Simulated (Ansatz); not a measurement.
PbI2: stationary points along a deformation path

All numbers below come from Ansatz 0.2.0, DFT r2SCAN, scalar-relativistic, plane waves, PAW. Cutoff 500 eV, Γ-centred 6×6×4 k-points, Gaussian smearing of 0.05 eV. Spin–orbit coupling is left out, which can shift energies with elements as heavy as these. No spin polarisation. Energies are free energies at this smearing, counted from the undisturbed cell; pressure is positive in compression.

The undisturbed cell (as given, not relaxed at this level; it stands at 1.3 GPa):

```
CELL_PARAMETERS angstrom
4.55500 0.00000 0.00000
-2.27750 3.94475 0.00000
0.00000 0.00000 6.97700
ATOMIC_POSITIONS crystal
Pb 0.00000 0.00000 0.00000
I 0.33333 0.66667 0.26500
I 0.66667 0.33333 0.73500
```

The cell holds layers and no dispersion correction was added, so their binding is poorly described.

At fixed volume and fractional coordinates, lengths along (0.000, 0.000, 1.000) are scaled against those across it; ρ is that ratio over its starting value. V = 41.788 Å³/atom. Δσ is the stress along the axis less the mean stress across it (compression positive).

```
    ρ  ΔE (meV/atom)  Δσ (GPa) space group
0.850           28.4      1.73        P-3m1
0.920            9.0      1.06        P-3m1
0.960            2.7      0.62        P-3m1
1.000            0.0      0.13        P-3m1
1.100            9.1     -1.30        P-3m1
1.200           41.2     -3.03        P-3m1
```

How does the stress give the slope of the energy, and where is the energy stationary?

Along the path d ln(length) is 2/3 d ln ρ on the axis and −1/3 d ln ρ across it, so dE/d ln ρ = −(2/3) V Δσ: the energy falls with ρ where Δσ is positive. Δσ vanishes or changes sign between ρ = 1.000 and 1.100, a minimum (near 1.01 by linear interpolation). Pairs of stationary points between two samples would go unseen, and could change a minimum read from distant neighbours into a maximum.

Integrate that slope from ρ = 1 to 0.850 by the trapezoid rule.

With V/N in Å³ and 1 eV/Å³ = 160.2 GPa the slopes at ρ = 1.000, 0.960, 0.920, 0.850 are -23, -108, -185, -301 meV/atom per unit of ln ρ. The steps add 2.7 + 6.2 + 19.2 = 28.1 meV/atom, against 28.4 from the energies; the trapezoid rule misses the curvature of the slope within each step.

Forces appear on the atoms along this scan, and letting them relax would lower the energy and soften the response.

Cost: 6 runs of about 2.4 core-minutes in all, on Arm Neoverse N1 (shared hosts).